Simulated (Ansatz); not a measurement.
**Relaxing Ge**

These are results of DFT PBE, scalar-relativistic, plane waves, PAW (Ansatz 0.2.0), not measurements. (420 eV cutoff, 14×14×10 k-mesh, Gaussian smearing of 0.10 eV, no spin polarisation)

What was changed: uniaxial strain along c, with a, b and atoms relaxed: -4.0 %.

Command:

```bash
ansatz run input.yaml --threads 1 --pin off --max-ram 2560MiB --backend cpu --events-out ev --progress --plain --runs-dir out
```

Input:

```yaml
crystal:
  lattice:
    - [2.9086140165, 2.9086140165, 0.0]
    - [-2.9086140165, 2.9086140165, 0.0]
    - [0.0, 0.0, 5.5292464473]
  atoms:
    - { symbol: Ge, position: [0.5, 0.5, 0.5] }
    - { symbol: Ge, position: [0.5, 0.0, 0.25] }
    - { symbol: Ge, position: [0.0, 0.0, 0.0] }
    - { symbol: Ge, position: [0.0, 0.5, 0.75] }
basis:
  ecutwfc: 420
kpoints:
  mp_grid: { grid: [14, 14, 10] }
hamiltonian:
  xc: pbe
scf:
  occupations: { method: gaussian, width: 0.1 }
output:
  forces: true
  stress: true
  eigenvalues: true
relax:
  adjacent_minimum: "off"
  f_tol: 0.008
  max_steps: 40
  cell: { stress_tol: 0.015, fix: [c, angles] }
```

F is the free energy. Steps run on the plane waves of an earlier cell, but the last one, and at times one on the way, on a freshly chosen basis, so a repeated geometry can differ a little in energy. The held parts of the cell keep their stress, so P needn't end at zero.

Steps:

| step | F − F(1) (eV) | largest force component (eV/Å) | V (Å³/atom) | P (GPa) |
| --- | --- | --- | --- | --- |
| 1 | 0.0000 | 0.000 | 23.389 | 1.35 |
| 2 | -0.0003 | 0.000 | 23.470 | 1.12 |
| 3 | -0.0003 | 0.000 | 23.484 | 1.09 |
| 4 | -0.0004 | 0.000 | 23.484 | 1.09 |

Relaxed structure:

```
CELL_PARAMETERS angstrom
2.91452 2.91452 0.00000
-2.91452 2.91452 0.00000
0.00000 0.00000 5.52925
ATOMIC_POSITIONS crystal
Ge 0.50000 0.50000 0.50000
Ge 0.50000 0.00000 0.25000
Ge 0.00000 0.00000 0.00000
Ge 0.00000 0.50000 0.75000
```

The structure is tetragonal, space group I4_1/amd (No. 141). The conventional cell has a = 4.122 Å, b = 4.122 Å, c = 5.529 Å, α = 90.00°, β = 90.00°, γ = 90.00°. Ge (site symmetry -4m2) is surrounded by 4 Ge at 2.48 Å.

The run converged. The run took 90 s on 1 thread of AMD EPYC 7R43 64-Core Processor (Zen 3) (shared host), peak memory 0.78 GiB.